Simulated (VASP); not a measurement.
# Li2O (Fm-3m) in VASP: a series of runs

One crystal, Li2O, is run at these levels: r2SCAN, HSE06; tasks: single point.

Program: VASP 6.6.1. These are calculated values, not measurements. Logs are shortened: lines on timing, memory, paths and dates and some standing lists are left out, and cuts for length are marked.

## Step 1: The crystal as given

It takes space group Fm-3m (No. 225, cubic). The conventional cell has a = 4.573 Å, b = 4.573 Å, c = 4.573 Å, α = 90.00°, β = 90.00°, γ = 90.00°. Li (site symmetry -43m) has 4 O at 1.98 Å as nearest neighbours. O (site symmetry m-3m) is surrounded by 8 Li at 1.98 Å.

## Step 2: Single point, r2SCAN

File POSCAR:

```
Li2O
1.0
    0.0000000000      2.2863690217      2.2863690217
    2.2863690217      0.0000000000      2.2863690217
    2.2863690217      2.2863690217      0.0000000000
Li O
2 1
Direct
    0.2500000000      0.2500000000      0.2500000000
    0.7500000000      0.7500000000      0.7500000000
    0.0000000000      0.0000000000      0.0000000000
```

File INCAR.step1:

```
SYSTEM = Li2O
PREC = Accurate
ENCUT = 520
ISMEAR = 0
SIGMA = 0.01
LREAL = .False.
LASPH = .True.
NELM = 100
NBANDS = 13
GGA = PE
ALGO = Normal
EDIFF = 1E-4
LWAVE = .True.
LCHARG = .False.
```

File INCAR.step2:

```
SYSTEM = Li2O
PREC = Accurate
ENCUT = 520
EDIFF = 1E-6
ISMEAR = 0
SIGMA = 0.01
LREAL = .False.
LASPH = .True.
NELM = 100
ALGO = Normal
ISIF = 2
LWAVE = .False.
LCHARG = .False.
METAGGA = R2SCAN
LMIXTAU = .True.
NBANDS = 13
ISTART = 1
```

File KPOINTS:

```
regular mesh
0
Gamma
  6 6 6
  0 0 0
```

Potentials or basis: VASP PAW PBE potentials, release 64 (Li_sv, O).

Run with:

```
> cat potpaw_PBE.64/Li_sv/POTCAR potpaw_PBE.64/O/POTCAR > POTCAR
> cp INCAR.step1 INCAR
> mpirun -np 1 vasp_std > vasp.out
> cp INCAR.step2 INCAR
> mpirun -np 1 vasp_std > vasp.out
```

OUTCAR:

```text
SYSTEM = Li2O
   PREC = Accurate
   ENCUT = 520
   EDIFF = 1E-6
   ISMEAR = 0
   LREAL = .False.
   LASPH = .True.
   NELM = 100
   ISIF = 2
   METAGGA = R2SCAN
   ISTART = 1

 ion  position               nearest neighbor table
   1  0.250  0.250  0.250-   3 1.98   3 1.98   3 1.98   3 1.98   2 2.29   2 2.29   2 2.29   2 2.29
                             2 2.29   2 2.29
   2  0.750  0.750  0.750-   3 1.98   3 1.98   3 1.98   3 1.98   1 2.29   1 2.29   1 2.29   1 2.29
                             1 2.29   1 2.29
   3  0.000  0.000  0.000-   2 1.98   2 1.98   2 1.98   1 1.98   1 1.98   1 1.98   2 1.98   1 1.98

  LATTYP: Found a face centered cubic cell.
 ALAT       =     4.5727380434

  Lattice vectors:

 A1 = (   0.0000000000,   2.2863690217,   2.2863690217)
 A2 = (   2.2863690217,   0.0000000000,   2.2863690217)
 A3 = (   2.2863690217,   2.2863690217,   0.0000000000)

Analysis of symmetry for initial positions (statically):
=====================================================================
 Subroutine PRICEL returns:
 Original cell was already a primitive cell.

 Routine SETGRP: Setting up the symmetry group for a
 face centered cubic supercell.

 Subroutine GETGRP returns: Found 48 space group operations
 (whereof 48 operations were pure point group operations)
 out of a pool of 48 trial point group operations.

The static configuration has the point symmetry O_h .

Analysis of symmetry for dynamics (positions and initial velocities):
=====================================================================
 Subroutine PRICEL returns:
 Original cell was already a primitive cell.

 Routine SETGRP: Setting up the symmetry group for a
 face centered cubic supercell.

 Subroutine GETGRP returns: Found 48 space group operations
 (whereof 48 operations were pure point group operations)
 out of a pool of 48 trial point group operations.

The dynamic configuration has the point symmetry O_h .

 Subroutine INISYM returns: Found 48 space group operations
 (whereof 48 operations are pure point group operations),
 and found     1 'primitive' translations

----------------------------------------------------------------------------------------

                                     Primitive cell

  volume of cell :      23.9039

  direct lattice vectors                    reciprocal lattice vectors
     0.000000000  2.286369022  2.286369022    -0.218687358  0.218687358  0.218687358
     2.286369022  0.000000000  2.286369022     0.218687358 -0.218687358  0.218687358
     2.286369022  2.286369022  0.000000000     0.218687358  0.218687358 -0.218687358

  length of vectors
[... 90 lines left out ...]
   ISMEAR =     0;   SIGMA  =   0.01  broadening in eV -4-tet -1-fermi 0-gaus
   EFERMI_NEDOS =   21; number of points for ismear=-14 and -15
   IALGO  =     38    algorithm
   IMIX   =      4    mixing-type and parameters
     AMIX     =   0.40;   BMIX     =  1.00
     AMIX_MAG =   1.60;   BMIX_MAG =  1.00
  volume/ion in A,a.u.               =       7.97        53.77
  Fermi-wavevector in a.u.,A,eV,Ry     =   1.301105  2.458731 23.032942  1.692874
  Thomas-Fermi vector in A             =   2.432260
   LORBIT       =      0    0 simple, 1 ext, 2 COOP (PROOUT), +10 PAW based schemes
   METAGGA = R2SCAN    functional components
   LHFCALC =     F    Hartree Fock is set to
   AEXX    =    0.0000 exact exchange contribution
   IVDW    =     0    specifies the selected vdW correction
   LEPSILON=     F    determine dielectric tensor
   LRPA    =     F    only Hartree local field effects (RPA)
 non-spin polarized calculation
 Gauss-broadening in eV      SIGMA  =   0.01
  energy-cutoff  :      520.00
  volume of cell :       23.90
 maximum number of plane-waves:       654
   NGX = 13   NGY = 13   NGZ = 13

 number of electron      11.9999988 magnetization

 Free energy of the ion-electron system (eV)
  ---------------------------------------------------
  ext. energy  EPLUGINS =         0.00000000
  ---------------------------------------------------
  free energy    TOTEN  =       -16.82926931 eV

  energy without entropy =      -16.82926931  energy(sigma->0) =      -16.82926931

 E-fermi :   1.3278     XC(G=0): -10.4133

 val. band max:        1.1036440054   @ k =   0.0000   0.0000   0.0000
 cond. band min:       6.8289126633   @ k =   0.5000   0.5000   0.0000
 fundamental gap:      5.7252686579
 Fermi energy:         1.3278173698

 k-point     1 :       0.0000    0.0000    0.0000
  band No.  band energies     occupation
      1     -43.1550      2.00000
      2     -42.8034      2.00000
      3     -15.3154      2.00000
      4       1.1036      2.00000
      5       1.1036      2.00000
      6       1.1036      2.00000
      7       7.4517      0.00000
      8      14.3912      0.00000
      9      14.3912      0.00000
     10      14.3915      0.00000
     11      21.6437      0.00000
     12      21.6437      0.00000
     13      21.6440      0.00000
[... 226 lines left out ...]
  band No.  band energies     occupation
      1     -42.9868      2.00000
      2     -42.9299      2.00000
      3     -15.0651      2.00000
      4      -0.6568      2.00000
      5      -0.4329      2.00000
      6      -0.3596      2.00000
      7       8.3385      0.00000
      8      13.7290      0.00000
      9      16.5034      0.00000
     10      17.2002      0.00000
     11      19.6527      0.00000
     12      22.9720      0.00000
     13      24.9140      0.00000

------------------------ aborting loop because EDIFF is reached ----------------------------------------

  FORCE on cell =-STRESS in cart. coord.  units (eV):
  Direction    XX          YY          ZZ          XY          YZ          ZX
  --------------------------------------------------------------------------------------
  -------------------------------------------------------------------------------------
  Total        0.0324708      0.0324708      0.0324708      0.0000000      0.0000000     -0.0000000
  in kB        2.1763766      2.1763766      2.1763766      0.0000000      0.0000000     -0.0000000
  external PRESSURE =       2.1763766 kB  Pullay stress =       0.0000000 kB

 VOLUME and BASIS-vectors are now :
 -----------------------------------------------------------------------------
  energy-cutoff  :      520.00
  volume of cell :       23.90
      direct lattice vectors                 reciprocal lattice vectors
     0.000000000  2.286369022  2.286369022    -0.218687358  0.218687358  0.218687358
     2.286369022  0.000000000  2.286369022     0.218687358 -0.218687358  0.218687358
     2.286369022  2.286369022  0.000000000     0.218687358  0.218687358 -0.218687358

 POSITION                                       TOTAL-FORCE (eV/Angst)
 -----------------------------------------------------------------------------------
      1.14318      1.14318      1.14318         0.000000      0.000000      0.000000
      3.42955      3.42955      3.42955        -0.000000     -0.000000     -0.000000
      0.00000      0.00000      0.00000        -0.000000     -0.000000      0.000000
 -----------------------------------------------------------------------------------
    total drift:                               -0.000000      0.000000      0.000000

  FREE ENERGIE OF THE ION-ELECTRON SYSTEM (eV)
  ---------------------------------------------------
  free  energy   TOTEN  =       -16.8292693100 eV

  energy  without entropy=      -16.8292693100  energy(sigma->0) =      -16.82926931
```

OSZICAR.step1:

```text
N       E                     dE             d eps       ncg     rms          rms(c)
DAV:   1     0.434554997900E+02    0.43455E+02   -0.58107E+03   416   0.100E+03
DAV:   2    -0.103883686612E+02   -0.53844E+02   -0.51842E+02   524   0.213E+02
DAV:   3    -0.160862111647E+02   -0.56978E+01   -0.56478E+01   762   0.513E+01
DAV:   4    -0.161219919630E+02   -0.35781E-01   -0.35779E-01   489   0.572E+00
DAV:   5    -0.161222054607E+02   -0.21350E-03   -0.21350E-03   595   0.364E-01    0.751E+00
DAV:   6    -0.143662366643E+02    0.17560E+01   -0.82920E+00   441   0.153E+01    0.278E+00
DAV:   7    -0.143383603500E+02    0.27876E-01   -0.17459E-01   516   0.291E+00    0.150E+00
DAV:   8    -0.143391327825E+02   -0.77243E-03   -0.64936E-02   536   0.245E+00    0.435E-01
DAV:   9    -0.143371596960E+02    0.19731E-02   -0.60308E-03   506   0.615E-01    0.129E-01
DAV:  10    -0.143375224508E+02   -0.36275E-03   -0.80760E-04   486   0.209E-01    0.458E-02
DAV:  11    -0.143375068877E+02    0.15563E-04   -0.33476E-05   353   0.616E-02
   1 F= -.14337507E+02 E0= -.14337507E+02  d E =0.000000E+00
```

It took 13 s on 1 thread of Intel Xeon 6975P-C (Granite Rapids), shared host; peak memory 0.12 GiB.

Results:

```yaml
Free_energy: -16.8293 eV
Band_gap_on_the_k_mesh: 5.73 eV, indirect (least direct gap 6.35 eV)
```

Caveat: the cutoff is under 1.25 times the usual one of these potentials, so pressure, stress and relaxed cells hold a basis-set (Pulay) error; the PAW data sets were made with another functional, which shifts forces and pressure a little.

## Step 3: Single point, HSE06

POSCAR is that of step 2.

File INCAR.step1:

```
  PREC = Accurate
  ENCUT = 520
  EDIFF = 1E-5
  ISMEAR = 0
  SIGMA = 0.01
  LREAL = False
  LASPH = True
  NELM = 100
  ALGO = Normal
  ISIF = 2
  LWAVE = True
  LCHARG = False
  GGA = PE
  NBANDS = 13
```

File INCAR.step2:

```
  PREC = Accurate
  ENCUT = 520
  EDIFF = 1E-6
  ISMEAR = 0
  SIGMA = 0.01
  LREAL = False
  LASPH = True
  NELM = 100
  ALGO = Normal
  ISIF = 2
  LWAVE = False
  LCHARG = False
  GGA = PE
  LHFCALC = True
  HFSCREEN = 0.2079
  PRECFOCK = Normal
  ISTART = 1
  NBANDS = 13
```

File KPOINTS:

```
Automatic mesh
0
Gamma
  4 4 4
```

Potentials or basis: VASP PAW PBE potentials, release 64 (Li_sv, O).

Run with:

```
> cat potpaw_PBE.64/Li_sv/POTCAR potpaw_PBE.64/O/POTCAR > POTCAR
> cp INCAR.step1 INCAR
> mpirun -np 1 vasp_std > vasp.out
> cp INCAR.step2 INCAR
> mpirun -np 1 vasp_std > vasp.out
```

OUTCAR:

```text
PREC = Accurate
   ENCUT = 520
   EDIFF = 1E-6
   ISMEAR = 0
   LREAL = False
   LASPH = True
   NELM = 100
   ISIF = 2
   GGA = PE
   LHFCALC = True
   HFSCREEN = 0.2079
   PRECFOCK = Normal
   ISTART = 1

 ion  position               nearest neighbor table
   1  0.250  0.250  0.250-   3 1.98   3 1.98   3 1.98   3 1.98   2 2.29   2 2.29   2 2.29   2 2.29
                             2 2.29   2 2.29
   2  0.750  0.750  0.750-   3 1.98   3 1.98   3 1.98   3 1.98   1 2.29   1 2.29   1 2.29   1 2.29
                             1 2.29   1 2.29
[... 318 lines left out ...]
  --------------------------------------------------------------------------------------
  -------------------------------------------------------------------------------------
  Total       -0.0197967     -0.0197967     -0.0197967     -0.0000000      0.0000000     -0.0000000
  in kB       -1.3268868     -1.3268868     -1.3268868     -0.0000000      0.0000000     -0.0000000
  external PRESSURE =      -1.3268868 kB  Pullay stress =       0.0000000 kB

 VOLUME and BASIS-vectors are now :
 -----------------------------------------------------------------------------
  energy-cutoff  :      520.00
  volume of cell :       23.90
      direct lattice vectors                 reciprocal lattice vectors
     0.000000000  2.286369022  2.286369022    -0.218687358  0.218687358  0.218687358
     2.286369022  0.000000000  2.286369022     0.218687358 -0.218687358  0.218687358
     2.286369022  2.286369022  0.000000000     0.218687358  0.218687358 -0.218687358

 POSITION                                       TOTAL-FORCE (eV/Angst)
 -----------------------------------------------------------------------------------
      1.14318      1.14318      1.14318        -0.000000     -0.000000     -0.000000
      3.42955      3.42955      3.42955         0.000000      0.000000      0.000000
      0.00000      0.00000      0.00000        -0.000000      0.000000      0.000000
 -----------------------------------------------------------------------------------
    total drift:                               -0.000000     -0.000000     -0.000000

  FREE ENERGIE OF THE ION-ELECTRON SYSTEM (eV)
  ---------------------------------------------------
  free  energy   TOTEN  =       -16.6976294964 eV

  energy  without entropy=      -16.6976294964  energy(sigma->0) =      -16.69762950
```

It took 60 s on 1 thread of Intel Xeon 6975P-C (Granite Rapids), shared host; peak memory 0.23 GiB.

Results:

| Item | Value |
| --- | --- |
| Free energy | -16.6976 eV |
| Band gap on the k mesh | 6.64 eV, indirect (least direct gap 7.16 eV) |

Levels at points of the mesh, in eV from the valence-band top:
```
           k point  band 3  band 4  band 5  band 6  band 7  band 8  band 9  band 10
(0.00, 0.00, 0.00)  -16.97    0.00    0.00    0.00    7.16   14.00   14.00    14.00
(0.50, 0.00, 0.00)  -16.72   -3.03   -0.50   -0.50   11.32   12.03   14.07    14.07
(0.50, 0.50, 0.00)  -16.66   -1.79   -1.52   -1.52    6.64   15.99   15.99    17.41
```

Caveat: the k mesh is coarse (spacing up to 0.59 Å⁻¹), so the values aren't converged, least of all with exact exchange; the cutoff is under 1.25 times the usual one of these potentials, so pressure, stress and relaxed cells hold a basis-set (Pulay) error; the PAW data sets were made with another functional, which shifts forces and pressure a little. A k mesh can miss the band edges.
